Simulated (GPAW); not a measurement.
# HfC (P6_3/mmc) in GPAW: band structure with r2SCAN

Aim: the band structure of HfC with r2SCAN.

Program: GPAW 26.7.0. These are calculated values, not measurements. Logs are shortened: lines on timing, memory, paths and dates and some standing lists are left out, and cuts for length are marked. The log counts tension as positive stress, the text compression.

### 1 The structure

Symmetry: P6_3/mmc, No. 194, hexagonal system. The conventional cell has a = 3.343 Å, b = 3.343 Å, c = 5.203 Å, α = 90.00°, β = 90.00°, γ = 120.00°. Hf (site symmetry -6m2) has 6 C at 2.33 Å as nearest neighbours. C (site symmetry -3m) is surrounded by 6 Hf at 2.33 Å and 2 C at 2.60 Å.

The cell comes from a database or a generator and needn't be the stable form of this composition.

### 2 Band structure, r2SCAN

Input file run.py:

```python
from ase import Atoms
from ase.dft.bandgap import bandgap
from ase.io import write
from ase.units import GPa
from gpaw import GPAW, PW

atoms = Atoms(['Hf', 'Hf', 'C', 'C'],
              cell=[[3.3428660531, 0.0, 0.0],
                    [-1.6714330265, 2.8950069234, 0.0],
                    [0.0, 0.0, 5.202714]],
              scaled_positions=[[0.3333333333, 0.6666666667, 0.25],
                                [0.6666666667, 0.3333333333, 0.75],
                                [0.0, 0.0, 0.5],
                                [0.0, 0.0, 0.0]],
              pbc=True)

calc = GPAW(mode=PW(800),
            xc='MGGA_X_R2SCAN+MGGA_C_R2SCAN',
            kpts={'size': (7, 7, 4), 'gamma': True},
            occupations={'name': 'fermi-dirac', 'width': 0.05},
            nbands=31,
            convergence={'density': 1e-05, 'energy': 1e-05},
            maxiter=150,
            txt='gpaw.txt')
atoms.calc = calc
energy = atoms.get_potential_energy()
forces = atoms.get_forces()
stress = atoms.get_stress()
calc.write('gs.gpw')
write('result.traj', atoms)
print(f'Energy: {energy:.6f} eV')
print('Forces (eV/A):')
print(forces.round(4))
print('Stress (GPa):', (stress / GPa).round(3))
print('Fermi level:', round(calc.get_fermi_level(), 4), 'eV')
print(f'Gap: {bandgap(calc)[0]:.4f} eV, direct: {bandgap(calc, direct=True)[0]:.4f} eV')

path = atoms.cell.bandpath('GMKGALHA,LM,KH', npoints=60, eps=1e-4)
bs_calc = calc.fixed_density(kpts=path, symmetry='off', nbands=46,
                             convergence={'bands': 'CBM+6.0', 'eigenstates': 1e-6}, txt='bands.txt')
bs = bs_calc.band_structure()
bs.write('bs.json')
print(f'Gap on the path: {bandgap(bs_calc)[0]:.4f} eV')
```

Potentials or basis: GPAW PAW data sets (gpaw-data 1.2.1), pw.

Command:

```bash
OMP_NUM_THREADS=1 python run.py
```

gpaw.txt:

```text
__  _  _
 | _ |_)|_||  |
 |__||  | ||/\| - 26.7.0

Input parameters:
  mode=PW(ecut=800.0),
  convergence={'density': 1e-05, 'energy': 1e-05},
  kpts=MonkhorstPack(size=(7, 7, 4), gamma=True),
  maxiter=150,
  nbands=31,
  occupations=Occupations(name='fermi-dirac', width=0.05),
  xc=XC(name='MGGA_X_R2SCAN+MGGA_C_R2SCAN')

Diagonalizing LCAO Hamiltonian
Converting LCAO to pw mode

            Hf

       C Hf

       C

Atoms  # Å, Bohr magnetons
|   | symbol |         x |        y |        z |    initial magnetic moments |
|---|--------|-----------|----------|----------|-----------------------------|
| 0 |     Hf | -0.000000 | 1.930005 | 1.300679 | ( 0.0000,  0.0000,  0.0000) |
| 1 |     Hf |  1.671433 | 0.965002 | 3.902036 | ( 0.0000,  0.0000,  0.0000) |
| 2 |      C |  0.000000 | 0.000000 | 2.601357 | ( 0.0000,  0.0000,  0.0000) |
| 3 |      C |  0.000000 | 0.000000 | 0.000000 | ( 0.0000,  0.0000,  0.0000) |

Unit cell  # Å
| periodic |         x |        y |        z |  lengths |     angles |
|----------|-----------|----------|----------|----------|------------|
|      yes |  3.342866 | 0.000000 | 0.000000 | 3.342866 |  90.000000 |
|      yes | -1.671433 | 2.895007 | 0.000000 | 3.342866 |  90.000000 |
|      yes |  0.000000 | 0.000000 | 5.202714 | 5.202714 | 120.000000 |

Number of symmetries: 12
Symmetry operations  # r_c * U_cc + t_c -> r_c
|    | kind |            matrix            |
|----|------|------------------------------|
|  0 |  σ   |  1, 1, 0,  0,-1, 0,  0, 0, 1 |
|  1 |  S6  |  1, 1, 0, -1, 0, 0,  0, 0,-1 |
|  2 |  E   |  1, 0, 0,  0, 1, 0,  0, 0, 1 |
|  3 |  C2  |  1, 0, 0, -1,-1, 0,  0, 0,-1 |
|  4 |  C2  |  0, 1, 0,  1, 0, 0,  0, 0,-1 |
|  5 |  C3  |  0, 1, 0, -1,-1, 0,  0, 0, 1 |
|  6 |  S6  |  0,-1, 0,  1, 1, 0,  0, 0,-1 |
|  7 |  σ   |  0,-1, 0, -1, 0, 0,  0, 0, 1 |
|  8 |  σ   | -1, 0, 0,  1, 1, 0,  0, 0, 1 |
|  9 |  i   | -1, 0, 0,  0,-1, 0,  0, 0,-1 |
| 10 |  C3  | -1,-1, 0,  1, 0, 0,  0, 0, 1 |
| 11 |  C2  | -1,-1, 0,  0, 1, 0,  0, 0,-1 |

BZ-sampling:
  Number of BZ points: 196
  Number of IBZ points: 28

  Monkhorst-Pack size: [7, 7, 4]
  Monkhorst-Pack shift: [0.0, 0.0, 0.125]

K-points  # in reciprocal-cell coordinates
|     |                                coordinates |     weight |
|-----|--------------------------------------------|------------|
|   0 | (  0.00000000,   0.00000000,   0.00000000) | 0.00510204 |
|   1 | (  0.00000000,   0.00000000,   0.25000000) | 0.01020408 |
|   2 | (  0.00000000,   0.00000000,   0.50000000) | 0.00510204 |
|   3 | (  0.14285714,   0.00000000,  -0.25000000) | 0.03061224 |
|   4 | (  0.14285714,   0.00000000,   0.00000000) | 0.03061224 |
|   5 | (  0.14285714,   0.00000000,   0.25000000) | 0.03061224 |
|   6 | (  0.14285714,   0.00000000,   0.50000000) | 0.03061224 |
|   7 | (  0.28571429,  -0.14285714,   0.00000000) | 0.03061224 |
|   8 | (  0.28571429,  -0.14285714,   0.25000000) | 0.06122449 |
|   9 | (  0.28571429,  -0.14285714,   0.50000000) | 0.03061224 |
| ... |                                            |            |
|  27 | (  0.42857143,   0.42857143,   0.50000000) | 0.03061224 |

Plane wave coefficients: 2621
Cutoff: 800.0 eV

Spin-components: 1 (collinear spins)
Bands:           31
Projectors:      22
Spin-degeneracy: 2
Datatype:        complex128

Parallelization:
  kpt:    1
  domain: 1
  band:   1

Density:
  Valence electrons: 32.0
  Components: 1
  Grid points: [24 24 35]
  Charge: 0.0  # |e|

Potential:
  Grid points: [24 24 35]

species:
  Hf:
    name:    Hafnium
    Z:       72.0
    valence: 12
    core:    60
    charge:  0.0  # [|e|]
    compensation charges:
      type: gauss
      rc: 0.41  # [Å]
      lmax: 2
    cutoffs:
      filter: 2.36  # [Å]
      core: 4.02  # [Å]
    projectors
    | kind |    occ | energy [eV] | rcut [Å] |
    |------|--------|-------------|----------|
    |   5s |  2.000 |     -66.831 |    1.397 |
    |   6s |  2.000 |      -5.097 |    1.397 |
    |   5p |  6.000 |     -35.599 |    1.307 |
    |   6p |  0.000 |      -1.401 |    1.307 |
    |   5d |  2.000 |      -2.699 |    1.334 |
    |    d |        |      24.513 |    1.334 |

    Using partial waves for Hf as LCAO basis

  C:
    name:    Carbon
    Z:       6.0
    valence: 4
    core:    2
    charge:  0.0  # [|e|]
    compensation charges:
      type: gauss
      rc: 0.20  # [Å]
      lmax: 2
    cutoffs:
      filter: 1.14  # [Å]
      core: 1.14  # [Å]
    projectors
    | kind |    occ | energy [eV] | rcut [Å] |
    |------|--------|-------------|----------|
    |   2s |  2.000 |     -13.751 |    0.635 |
    |   2p |  2.000 |      -5.284 |    0.635 |
    |    s |        |      13.461 |    0.635 |
    |    p |        |      21.927 |    0.635 |
    |    d |        |       0.000 |    0.635 |

    Using partial waves for C as LCAO basis

Reference energy: -821827.486782  # eV

eigensolver:
  PPCG
  Converge bands: occupied
  niter=2

density mixing:
  MSR1-Mixer
  Pratt-step length: 0.05
  Maximum mixing coefficient: 0.75
  Old densities: 10
  SVD Regularization: 0.005
  Good broyden scale: 1.0
  Trust region scale: 1.0
  Backstep threshold: 4.0
  History deletion threshold: 6.0
  Fourier metric: weight=20.0, sigma=0.015

occupation numbers:
  Fermi-Dirac:
    width: 0.0500  # eV

poisson solver:
  ecut: 6400.0  # eV

xc functional:
  name: MGGA_X_R2SCAN+MGGA_C_R2SCAN with 2 nearest neighbor stencil

convergence criteria:
- Maximum integral of absolute [dens]ity change: 1e-05 electrons / valence electron
- Maximum [total energy] change in last 3 cyles: 1e-05 eV / valence electron
- Maximum integral of absolute [eigenst]ate change: 4e-08 eV^2 / valence electron
maximum number of iterations: 150

SCF iterations
|iter     | |      energy | eigst |  dens |
|---------|-|-------------|-------|-------|
|iter:   1| |  -71.556408 | -0.11 |       |
|iter:   2| |  -65.623609 | -1.44 | -0.85 |
|iter:   3| |  -63.906446 | -1.11 | -0.91 |
|iter:   4| |  -63.995480 | -2.35 | -1.60 |
|iter:   5| |  -64.026776 | -2.76 | -1.82 |
|iter:   6| |  -64.026687 | -4.67 | -2.97 |
|iter:   7| |  -64.026738c| -5.42 | -3.37 |
|iter:   8| |  -64.026723c| -6.15 | -3.61 |
|iter:   9| |  -64.026726c| -6.86 | -4.07 |
|iter:  10| |  -64.026726c| -7.47c| -4.90 |
|iter:  11| |  -64.026726c| -8.11c| -5.42c|

Converged in 11 steps
Energy contributions relative to reference atoms: (reference = -821827.486782)

Energy contributions:
  Kinetic:          53.492574
  Coulomb:         -52.978994
  Zero:             -0.921334
  External:          0.000000
  Xc:              -63.616912
  Entropy:          -0.004120
  Spinorbit:         0.000000
  ----------------------------
  Free energy:     -64.028786
  Extrapolated:    -64.026726

dipole moment: (-6.652922, -11.523199, -10.354383)  # |e|*Ang

Fermi level: 11.471
Eigenvalues  # (at kpt = [0.000, 0.000, 0.000])
| band index |      eig [eV] | occ [0-2] |
|------------|---------------|-----------|
|          0 |       -51.829 |     2.000 |
|        ... |               |           |
|          7 |       -19.733 |     2.000 |
|          8 |        -2.344 |     2.000 |
|          9 |         2.037 |     2.000 |
|         10 |         4.335 |     2.000 |
|         11 |         8.126 |     2.000 |
|         12 |         8.126 |     2.000 |
[... 8 lines left out ...]
|         21 |        15.157 |     0.000 |
|         22 |        15.799 |     0.000 |
|        ... |               |           |
|         30 |        26.050 |     0.000 |

No gap
No difference between direct/indirect transitions

Forces  # eV/Ang
|       x |        y |        z |
|---------|----------|----------|
| 0.00000 |  0.00000 |  0.00004 |  # Hf   0
| 0.00000 |  0.00000 | -0.00004 |  # Hf   1
| 0.00000 | -0.00000 |  0.00000 |  # C    2
| 0.00000 |  0.00000 |  0.00000 |  # C    3

Stress tensor  # eV/Ang^3
|         x |         y |         z |
|-----------|-----------|-----------|
|  0.026492 | -0.000000 |  0.000000 |
| -0.000000 |  0.026492 | -0.000000 |
|  0.000000 | -0.000000 | -0.021707 |

# Writing to gs.gpw (mode='')
```

Run time: 2.1 min. Hardware: 1 thread of AMD EPYC 9R45 (Zen 5), shared host; peak memory 0.54 GiB.

What came out:

```
Free energy             : -64.0288 eV
Pressure                : -1.7 GPa
Band gap along the path : none (metal or under the smearing width)
```

Stress tensor (GPa, compression positive):
```
-4.24  0.00  0.00
 0.00 -4.24  0.00
 0.00  0.00  3.48
```

Levels at the corners of the path, in eV from the Fermi level:
```csv
point,band 14,band 15,band 16,band 17,band 18,band 19
Γ,-1.40,-1.40,1.22,1.56,1.56,2.01
M,-3.58,-1.82,-1.36,1.50,4.53,4.92
K,-3.86,-3.86,0.60,1.09,1.09,5.19
Γ,-1.40,-1.40,1.22,1.56,1.56,2.01
A,-2.87,-2.87,-2.87,4.09,4.09,4.09
L,-3.15,-2.64,-2.64,1.38,1.38,4.85
H,-2.72,-2.58,-2.58,1.99,1.99,3.54
A,-2.87,-2.87,-2.87,4.09,4.09,4.09
L,-3.15,-2.64,-2.64,1.38,1.38,4.85
M,-3.58,-1.82,-1.36,1.50,4.53,4.92
K,-3.86,-3.86,0.60,1.09,1.09,5.19
H,-2.72,-2.58,-2.58,1.99,1.99,3.54
```

Caveat: the PAW data sets were made with another functional, which shifts forces and pressure a little; spin-orbit coupling is left out, which moves the levels of the heavy elements.
